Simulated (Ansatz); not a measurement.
# Two-dimensional strain map in BN

These are results of DFT PBE, scalar-relativistic, plane waves, PAW in Ansatz 0.2.0, not measurements. Cutoff 420 eV, Γ-centred 12×12×6 k-points, Gaussian smearing of 0.05 eV. No spin polarisation. Energies are free energies at this smearing, counted from the undisturbed cell; pressure is positive in compression.

Reference structure (relaxed at this level; this wurtzite form isn't the usual structure):

```yaml
crystal:
  lattice:
    - [2.55458, 0.00000, 0.00000]
    - [-1.27729, 2.21233, 0.00000]
    - [0.00000, 0.00000, 4.22451]
  atoms:
    - { symbol: B, position: [0.66667, 0.33333, 0.99981] }
    - { symbol: B, position: [0.33333, 0.66667, 0.49981] }
    - { symbol: N, position: [0.66667, 0.33333, 0.62519] }
    - { symbol: N, position: [0.33333, 0.66667, 0.12519] }
```

The cell is strained by p along both x and y and by q along z, fractional coordinates fixed. Points are written (p, q).

p was sampled at -0.030, -0.015, 0.000, 0.015, 0.030 and q at -0.030, -0.015, 0.000, 0.015, 0.030.

Question: Where on the computed points is the energy highest, and how high?

Answer: At (-0.030, -0.030): 60.8 meV/atom.

Question: Away from (0, 0), which computed point is lowest?

Answer: (0.000, 0.015): 4.1 meV/atom.

The map, in meV/atom:

```csv
p \ q,-0.030,-0.015,0.000,0.015,0.030
-0.030,60.8,44.7,38.1,40.2,50.0
-0.015,29.6,14.6,9.2,12.3,23.0
0.000,18.2,4.4,0.0,4.1,15.7
0.015,24.7,11.9,8.5,13.5,26.0
0.030,46.8,35.1,32.6,38.5,51.8
```

Cost: 25 runs of about 1.2 core-minutes in all, on Intel Xeon Platinum 8259CL (Skylake/Cascade Lake) (shared hosts).